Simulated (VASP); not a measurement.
Set up this calculation in VASP 6.6.1, as the native input.

```yaml
Task: relaxation of cell and atoms
Functional: PBE
Potentials_or_basis: VASP PAW PBE potentials, release 64 (Si)
Cutoff: 600 eV
k_mesh: 12 × 12 × 12
Occupations: gaussian, width 0.03 eV
Spin: no spin polarisation
Further_INCAR_settings: ALGO = Normal; EDIFF = 1e-06; IBRION = 2; EDIFFG = -0.01; NSW = 90; ISIF = 3
```

The structure of Si lies in POSCAR:

```
Si
1.0
   -2.2510000000      2.3685000000      1.2750000000
    2.2510000000     -2.3685000000      1.2750000000
    2.2510000000      2.3685000000     -1.2750000000
Si
2
Direct
    0.8070000000      0.0570000000      0.7500000000
    0.1930000000      0.9430000000      0.2500000000
```

This isn't the form of Si at room conditions, which is diamond.

The input as run:

INCAR

```
SYSTEM = Si
PREC     = Accurate       ! precision mode
ENCUT    = 600            ! plane-wave cutoff, eV
EDIFF    = 1E-6           ! SCF threshold, eV
ISMEAR   = 0              ! smearing method
SIGMA    = 0.03           ! smearing width, eV
LREAL    = .FALSE.        ! projectors in reciprocal space
LASPH    = .TRUE.         ! aspherical terms in the spheres
NELM     = 80             ! most SCF steps
ALGO     = Normal         ! electronic algorithm
ISIF     = 3              ! what is computed and relaxed
LWAVE    = .FALSE.        ! write WAVECAR
LCHARG   = .FALSE.        ! write CHGCAR
GGA      = PE             ! functional
IBRION   = 2              ! ionic algorithm
NSW      = 90             ! ionic steps
EDIFFG   = -0.01          ! ionic threshold
```

KPOINTS

```
Automatic mesh
0
G
  12 12 12
  0 0 0
```

Potentials or basis: VASP PAW PBE potentials, release 64 (Si).

Run with:

```bash
$ cat potpaw_PBE.64/Si/POTCAR > POTCAR
$ mpirun -np 1 vasp_std > vasp.out
```

It gave:

* Relaxed volume: 15.32 Å³/atom
* Relaxed cell: a = 3.658 Å, b = 3.658 Å, c = 3.658 Å, α = 98.76°, β = 96.09°, γ = 137.88°
* Space group after relaxing (to 0.05 Å): Imma (No. 74)
* Energy gained by relaxing: 79.1 meV/atom
* Ionic steps: 30
* Pressure after relaxing: 0.0 GPa
* Largest force after relaxing: 0.004 eV/Å
* Band gap on the k mesh: none (metal or under the smearing width)

Caveat: the volume moved by +13 % from the deposited cell, more than functionals usually miss.

It took 6.1 min on 1 thread of AMD EPYC 9R45 96-Core Processor (Zen 5), on a shared host, peak memory 0.17 GiB.
